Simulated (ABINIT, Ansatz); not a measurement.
This is a calculation of Sn for ABINIT 10.8.3 (patched build). The given cell was strained at random by a few per cent at fixed volume. This isn't the form of Sn at room conditions, which is tetragonal (white tin).

run.abi

```
pp_dirpath "./"
pseudos "Sn.upf"

acell 3*1.0 Angstrom
rprim
    -1.9692270000     2.0562270000     1.6220070000
     2.0445460000    -2.0389000000     1.6928640000
     1.9785480000     2.0482210000    -1.6008370000
ntypat 1
znucl 50
natom 1
typat 1
xcart
    -0.0149674001     0.0131782780     0.0161330217 Angstrom
chkprim 0
chksymtnons 0
tolsym 1.0e-6

ecut 36.0

kptopt 1
ngkpt 10 10 10
nshiftk 1
shiftk 0.0 0.0 0.0

ixc -116133

nband 11
occopt 3
tsmear 0.00183747

nstep 100
tolvrs 1.0e-10

iomode 3
prtwf 0
prtden 0
prteig 0
prtebands 0
enunit 2
```

Potentials or basis: PseudoDojo NC SR PBEsol v0.4.1 standard.

The run is started by

```sh
$ abinit run.abi > log 2>&1
```

Problem. Set up the same calculation for Ansatz 0.2.0. Potentials or basis there: all-electron LAPW, scalar-relativistic.

Solution. As run (cutoffs and basis follow the program's own potentials, and thresholds, step limits or extra output files can differ):

Contents of input.yaml:

```yaml
crystal:
  lattice:
    - [-1.969227, 2.056227, 1.622007]
    - [2.044546, -2.0389, 1.692864]
    - [1.978548, 2.048221, -1.600837]
  atoms:
    - { symbol: Sn, position: [0.008151, 0.001132, -0.000622] }
kpoints:
  mp_grid: { grid: [10, 10, 10] }
scf:
  occupations: { method: fermi_dirac, width: 0.05 }
hamiltonian:
  xc: pbesol
  pseudopotentials: { kind: all_electron, lapw: { basis_error: 0.001 } }
output:
  forces: true
  stress: true
  eigenvalues: true
  populations: true
```

Potentials or basis: all-electron LAPW, scalar-relativistic.

The run is started by

```sh
$ ansatz run input.yaml --threads 1 --pin off --max-ram 3072MiB --backend cpu --events-out ev --progress --plain --runs-dir out
```

Both were run:

|  | ABINIT | Ansatz |
| --- | --- | --- |
| Pressure | -1.7 GPa | -1.7 GPa |

Where Ansatz's input types no cutoff or centring, it takes its own default and a Γ-centred mesh.

Pressure is positive in compression.
